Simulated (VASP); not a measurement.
Set up this calculation in VASP 6.6.1, as the native input.

* Task: single point
* Functional: PBEsol
* Potentials or basis: VASP PAW PBE potentials, release 64 (Cu, I)
* Cutoff: 520 eV
* k mesh: 8 × 8 × 8
* Occupations: gaussian, width 0.01 eV
* Spin: no spin polarisation
* Dipole correction: no
* Further INCAR settings: ALGO = Normal; EDIFF = 1e-06; NBANDS = 16

The structure of CuI lies in POSCAR:

```
CuI
1.0
    0.0000000000      2.9698920805      2.9698920805
    2.9698920805      0.0000000000      2.9698920805
    2.9698920805      2.9698920805      0.0000000000
Cu I
1 1
Direct
    0.0000000000      0.0000000000      0.0000000000
    0.2500000000      0.2500000000      0.2500000000
```

The cell was built by a generator and needn't be a form met in nature.

One way to write it, as run:

INCAR

```
ALGO = Normal
EDIFF = 1E-6
ENCUT = 520
GGA = PS
ISIF = 2
ISMEAR = 0
LASPH = True
LCHARG = False
LREAL = False
LWAVE = False
NBANDS = 16
NELM = 60
PREC = Accurate
SIGMA = 0.01
```

KPOINTS

```
k-points
0
Gamma
  8 8 8
```

Potentials or basis: VASP PAW PBE potentials, release 64 (Cu, I).

Run with:

```bash
$ cat potpaw_PBE.64/Cu/POTCAR potpaw_PBE.64/I/POTCAR > POTCAR
$ mpirun -np 1 vasp_std > vasp.out
```

It gave:

```yaml
Pressure: 0.4 GPa
Band_gap_on_the_k_mesh: 1.20 eV, direct
```

Caveat: the PAW data sets were made with another functional, which shifts forces and pressure a little; spin-orbit coupling is left out, which moves the levels of the heavy elements.

Wall time 10 s on 1 thread of Intel(R) Xeon(R) 6975P-C (Granite Rapids), with other jobs on the host, peak memory 0.18 GiB.
